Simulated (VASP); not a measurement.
Write the native input for VASP 6.6.1 that does the following.

- Task: band structure
- Functional: LDA
- Potentials or basis: VASP PAW LDA potentials, release 64 (Hg, Te)
- Cutoff: 520 eV
- k mesh: 10 × 10 × 10
- Occupations: gaussian, width 0.03 eV
- Spin: no spin polarisation
- Further INCAR settings: ALGO = Normal; EDIFF = 1e-06

The structure of HgTe (Coloradoite) lies in POSCAR:

```
HgTe                                    
1.0
    0.0000000000      3.2580088205      3.2580088205
    3.2580088205      0.0000000000      3.2580088205
    3.2580088205      3.2580088205      0.0000000000
  Hg              Te            
     1     1
Direct
     0.0000000000000000    0.0000000000000000    0.0000000000000000
     0.2500000000000000    0.2500000000000000    0.2500000000000000
```

These files were run (other wordings do the same):

INCAR

```
SYSTEM = HgTe
  PREC = Accurate
  ENCUT = 520
  EDIFF = 1E-6
  ISMEAR = 0
  SIGMA = 0.03
  LREAL = .FALSE.
  LASPH = .TRUE.
  NELM = 80
  ALGO = Normal
  ISIF = 2
  LWAVE = .FALSE.
  LCHARG = .FALSE.
  GGA = CA
  KPAR = 4
```

KPOINTS

```
Automatic mesh
0
G
  10 10 10
  0 0 0
```

KPOINTS_OPT

```
explicit points
302
Reciprocal
 0.0000000000  0.0000000000  0.0000000000 1
 0.0263157895  0.0000000000  0.0263157895 1
 0.0526315789  0.0000000000  0.0526315789 1
 0.0789473684  0.0000000000  0.0789473684 1
 0.1052631579  0.0000000000  0.1052631579 1
 0.1315789474  0.0000000000  0.1315789474 1
[... 294 lines left out ...]
 0.5126615400  0.0253230800  0.5126615400 1
 0.4873384600 -0.0253230800  0.4873384600 1
```

Potentials or basis: VASP PAW LDA potentials, release 64 (Hg, Te).

Run with:

```console
$ cat potpaw_LDA.64/Hg/POTCAR potpaw_LDA.64/Te/POTCAR > POTCAR
$ mpirun -np 4 vasp_std > vasp.out
```

It gave:

* Pressure: -1.4 GPa
* Band gap along the path: none (metal or under the smearing width)

Caveat: spin-orbit coupling is left out, which moves the levels of the heavy elements.

It took 37 s on 4 MPI ranks on Intel(R) Xeon(R) Platinum 8488C (Sapphire Rapids), on a shared host, peak memory 0.21 GiB a rank.
